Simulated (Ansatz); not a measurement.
# 1T-PdSTe monolayer in a perpendicular field, part 3 of 3

Aim: how the 1T-PdSTe monolayer screens a field along its normal, and what the field does to its bands. A positive field points along +c.

Ansatz 0.2.0; plane-wave DFT, PBE-D3(BJ), Ansatz PAW.

So far, gap along the path (eV): step 3 (single point, field 0, start network) 0.295; step 4 (field 0.1 V/Å) 0.293.

## (5) Atoms held, field -0.1 V/Å

input.yaml reads:

```yaml
crystal:
  lattice:
    - [3.7429077497, 0.0, 0.0]
    - [-1.8714538748, 3.2414531953, 0.0]
    - [0.0, 0.0, 20.6719542327]
  atoms:
    - { symbol: Te, position: [0.6666666667, 0.3333333333, 0.4353724809] }
    - { symbol: Pd, position: [0.0, 0.0, 0.507048668] }
    - { symbol: S, position: [0.3333333333, 0.6666666667, 0.5646275191] }
kpoints:
  mp_grid: { grid: [12, 12, 1] }
  band_path:
    path: [[0, 0, 0], [0.5, 0, 0], [0.33333333, 0.33333333, 0], [0, 0, 0]]
    npoints: 16
hamiltonian:
  xc: pbe
  dispersion: d3bj
scf:
  occupations: { method: fermi_dirac, width: 0.02585 }
  convergence: { dr2_threshold: 1.0e-10 }
efield:
  axis: 3
  dipole_correction: true
  ramp_position: 0.9274
  ramp_width: 0.1451
  amplitude: -0.1
output:
  write_potential: true
  write_density: true
  volumetric_format: npy
```

Started as:

```sh
$ ansatz run input.yaml --threads 2 --pin off --max-ram 3072MiB --backend cpu --events-out ev --progress --plain --runs-dir out
```

Numbers of over 12 decimals in the logs are rounded to 6 here.

What it wrote:

```text
[...]
Crystal: 3 atoms, lattice volume = 250.802 Å³
Basis set: ecut = 420 eV, 4929 PW (Γ)
Bands: 24, of which v1, the nominal top of the filled ones, is band 20 counted from 1 (19 counted from 0)
Symmetry: 6 space group operations
[...]
k-points: 19 of 144 (time reversal used)
[...]
--- Band table (eV; the first three rows and the last of 19) ---
  k-point 0: bands = [... 16 lower, -3.0253, -1.6992, -1.0739, -1.0739, 1.1619, 1.1619, 3.0025, 4.1319]
  k-point 1: bands = [... 16 lower, -3.0525, -1.7050, -1.2527, -1.1270, 0.6871, 1.0574, 3.1428, 4.3301]
  k-point 2: bands = [... 16 lower, -3.2179, -1.9642, -1.3251, -1.3235, -0.1767, 0.8626, 3.4828, 4.5930]
  k-point 18: bands = [... 16 lower, -4.2665, -3.3293, -2.9099, -2.5651, -0.7764, 0.3628, 4.5722, 5.7154]
[key lines of the parts left out:]
SCF converged after 13 iterations
Free energy (F): -14856.202502 eV
Fermi energy:    -0.923230 eV
Dipole field:    D = -0.097397 V/Å  (p = -0.134995 e·Å, saw-weighted, corrected)
```

It took 27 s on 2 threads of Intel Xeon at 2.50GHz (Skylake/Cascade Lake), shared host; peak memory 0.52 GiB; 52 s of CPU time.

The dipole is -0.135 e·Å, -0.0341 e·Å from its value without field, and the gap 0.298 eV.

## (6) Response, atoms held

This step: plane-wave DFT, PBE-D3(BJ), Ansatz PAW; response to a field along the normal, atoms held (Ansatz 0.2.0).

The dipoles give the slope, and the difference of two potentials shows where the field is screened.

Numbers from this step:

- equivalent conductor thickness p/(ε₀AE): 5.088 Å
- distance between the outer atoms: 2.672 Å

The dipole of the cell by applied field:

```
applied field (V/Å)  dipole of the cell (e·Å)
            -0.1000                    -0.135
             0.0000                    -0.101
             0.1000                   -0.0668
```

Local field over the applied field, running mean. From the potentials at -0.1 and 0.1 V/Å; running mean over 2.5 Å. Local field over applied field against z:

z (Å), local field over applied field and a bar:
```
     4.02      0.998 ##############################
     4.31      0.997 ##############################
     4.74      0.993 ##############################
     5.02      0.987 ##############################
     5.46      0.972 #############################
     5.74      0.953 #############################
     6.03      0.924 ############################
     6.46      0.852 ##########################
     6.75      0.781 #######################
     7.03      0.694 #####################
     7.46      0.548 ################
     7.75      0.448 #############
     8.18      0.302 #########
     8.47      0.213 ######
     8.76      0.137 ####
     9.19      0.057 ##
     9.47      0.028 #
     9.76      0.012 
    10.19      0.005 
    10.48      0.011 
    10.91      0.039 #
    11.20      0.076 ##
    11.48      0.132 ####
    11.92      0.251 #######
    12.20      0.344 ##########
    12.49      0.445 #############
    12.92      0.598 ##################
    13.21      0.696 #####################
    13.64      0.825 #########################
    13.92      0.889 ###########################
    14.21      0.933 ############################
    14.64      0.971 #############################
    14.93      0.984 ##############################
    15.22      0.991 ##############################
    15.65      0.996 ##############################
    15.93      0.998 ##############################
    16.37      0.999 ##############################
    16.65      1.000 ##############################
```

Electrons, planar mean, per unit field. Induced electron density against z:

z (Å), induced electron density (e/Å³ per V/Å) and a bar from the least value:
```
      4.5    0.00002 ################
      5.0    0.00006 ################
      5.5    0.00015 #################
      6.0    0.00037 ##################
      6.5    0.00086 ####################
      7.0    0.00181 ########################
      7.5    0.00303 ##############################
      8.0    0.00287 #############################
      8.5    0.00105 #####################
      9.0    0.00069 ###################
      9.5    0.00036 ##################
     10.0   -0.00007 ################
     10.5   -0.00041 ##############
     11.0   -0.00020 ###############
     11.5   -0.00085 ############
     12.0   -0.00171 ########
     12.5   -0.00350 
     13.0   -0.00266 ####
     13.5   -0.00124 ##########
     14.0   -0.00050 ##############
     14.5   -0.00018 ###############
     15.0   -0.00006 ################
     15.5   -0.00002 ################
     16.0   -0.00001 ################
     16.5    0.00000 ################
```

The smaller of the gaps on the path and on the k-mesh, counted as 0 under 0.03 eV. Table of gap by applied field:

```
applied field (V/Å)  gap (eV)
            -0.1000     0.298
             0.0000     0.295
             0.1000     0.293
```

By hand: between -0.1 and 0.1 V/Å the dipole changes by 0.06823 e·Å, a slope of 0.3411 e·Å²/V. A perfect conductor of thickness t has p = ε₀AEt, so t = 180.95 × 0.3411 / 12.132 = 5.09 Å (e/ε₀ = 180.95 V·Å, A in Å²).

The induced dipole is that of a conductor 5.09 Å thick.

## (7) What came out

```json
{"gap without field": "0.295 eV", "ionisation energy, upper face": "6.07 eV", "electron affinity, upper face": "5.77 eV", "step between the vacuum levels": "1.51 eV", "equivalent conductor thickness, atoms held": "5.09 Å"}
```

In words: The induced dipole equals that of a perfect conductor 5.09 Å thick, while the outer atoms lie 2.67 Å apart; an out-of-plane ε follows only once a thickness t is chosen, by 1 − 1/ε = 5.09 Å / t. The two faces differ: the vacuum level above lies 1.51 eV higher than the one below. The gap stays within 0.01 eV of 0.30 eV over the fields run, up to 0.1 V/Å in size. Semilocal functionals give gaps that are too small, and excitons are not included. Spin-orbit coupling is left out, which matters for the bands of elements this heavy.

[Logs are printed without paths, hosts, clocks, repeated set-up lines and the standing remarks that a program may print on its own settings, such as how far it seeks lower states.]

[Hosts, paths, dates, database ids (printed as entryN), source tags and the programs' standing remarks are cut or masked in the printed files.]

[Maps of the electrostatic potential energy from Ansatz leave out the sawtooth potential of an applied field or a dipole correction, so their vacuum need not be flat; planar profiles and work functions include it.]
